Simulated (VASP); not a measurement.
A run of VASP 6.6.1 is set up as follows.

Contents of POSCAR:

```
NaCl
1.0
    0.0000000000      2.7940632177      2.7940632177
    2.7940632177      0.0000000000      2.7940632177
    2.7940632177      2.7940632177      0.0000000000
Cl Na
1 1
Direct
    0.5000000000      0.5000000000      0.5000000000
    0.0000000000      0.0000000000      0.0000000000
```

The input INCAR.step1:

```
ALGO = Normal
EDIFF = 1E-5
ENCUT = 520
GGA = PE
ISIF = 2
ISMEAR = 0
KPAR = 4
LASPH = True
LCHARG = False
LREAL = False
LWAVE = True
NBANDS = 14
NELM = 60
PREC = Accurate
SIGMA = 0.02
```

Contents of INCAR.step2:

```
ALGO = Normal
EDIFF = 1E-6
ENCUT = 520
GGA = PE
HFSCREEN = 0.2
ISIF = 2
ISMEAR = 0
ISTART = 1
KPAR = 4
LASPH = True
LCHARG = False
LHFCALC = True
LREAL = False
LWAVE = False
NBANDS = 14
NELM = 60
PREC = Accurate
PRECFOCK = Fast
SIGMA = 0.02
```

KPOINTS

```
k-points
0
Gamma
  6 6 6
```

File KPOINTS_OPT:

```
path GXWKGLUWLK,UX
10
line-mode
reciprocal
 0.0000000000  0.0000000000  0.0000000000  G
 0.5000000000  0.0000000000  0.5000000000  X

 0.5000000000  0.0000000000  0.5000000000  X
 0.5000000000  0.2500000000  0.7500000000  W

 0.5000000000  0.2500000000  0.7500000000  W
 0.3750000000  0.3750000000  0.7500000000  K

 0.3750000000  0.3750000000  0.7500000000  K
 0.0000000000  0.0000000000  0.0000000000  G

 0.0000000000  0.0000000000  0.0000000000  G
 0.5000000000  0.5000000000  0.5000000000  L

 0.5000000000  0.5000000000  0.5000000000  L
 0.6250000000  0.2500000000  0.6250000000  U

 0.6250000000  0.2500000000  0.6250000000  U
 0.5000000000  0.2500000000  0.7500000000  W

 0.5000000000  0.2500000000  0.7500000000  W
 0.5000000000  0.5000000000  0.5000000000  L

 0.5000000000  0.5000000000  0.5000000000  L
 0.3750000000  0.3750000000  0.7500000000  K

 0.6250000000  0.2500000000  0.6250000000  U
 0.5000000000  0.0000000000  0.5000000000  X
```

Potentials or basis: VASP PAW PBE potentials, release 64 (Cl, Na_pv).

The run is started by

```console
$ cat potpaw_PBE.64/Cl/POTCAR potpaw_PBE.64/Na_pv/POTCAR > POTCAR
$ cp INCAR.step1 INCAR
$ mpirun -np 4 vasp_std > vasp.out
$ cp INCAR.step2 INCAR
$ mpirun -np 4 vasp_std > vasp.out
```

What does it give for the pressure?

1.0 GPa.

What does it give for the band gap on the k mesh?

6.61 eV, direct.

What does it give for the band gap along the path?

6.61 eV, direct.

Levels at the corners of the path, in eV from the valence-band top:
```
point  band 5  band 6  band 7  band 8  band 9  band 10
    Γ    0.00    0.00    0.00    6.61   12.68    12.68
    X   -1.86   -0.67   -0.67    9.10    9.41    13.13
    X   -1.86   -0.67   -0.67    9.10    9.41    13.13
    W   -1.33   -1.33   -0.84   10.49   11.25    11.25
    W   -1.33   -1.33   -0.84   10.49   11.25    11.25
    K   -1.58   -1.24   -0.56    9.74   10.61    12.24
    K   -1.58   -1.24   -0.56    9.74   10.61    12.24
    Γ    0.00    0.00    0.00    6.61   12.68    12.68
    Γ    0.00    0.00    0.00    6.61   12.68    12.68
    L   -2.14   -0.30   -0.30    8.70   12.51    12.60
    L   -2.14   -0.30   -0.30    8.70   12.51    12.60
    U   -1.58   -1.24   -0.56    9.74   10.61    12.24
    U   -1.58   -1.24   -0.56    9.74   10.61    12.24
    W   -1.33   -1.33   -0.84   10.49   11.25    11.25
    W   -1.33   -1.33   -0.84   10.49   11.25    11.25
    L   -2.14   -0.30   -0.30    8.70   12.51    12.60
    L   -2.14   -0.30   -0.30    8.70   12.51    12.60
    K   -1.58   -1.24   -0.56    9.74   10.61    12.24
    U   -1.58   -1.24   -0.56    9.74   10.61    12.24
    X   -1.86   -0.67   -0.67    9.10    9.41    13.13
```

Caveat: the PAW data sets were made with another functional, which shifts forces and pressure a little.
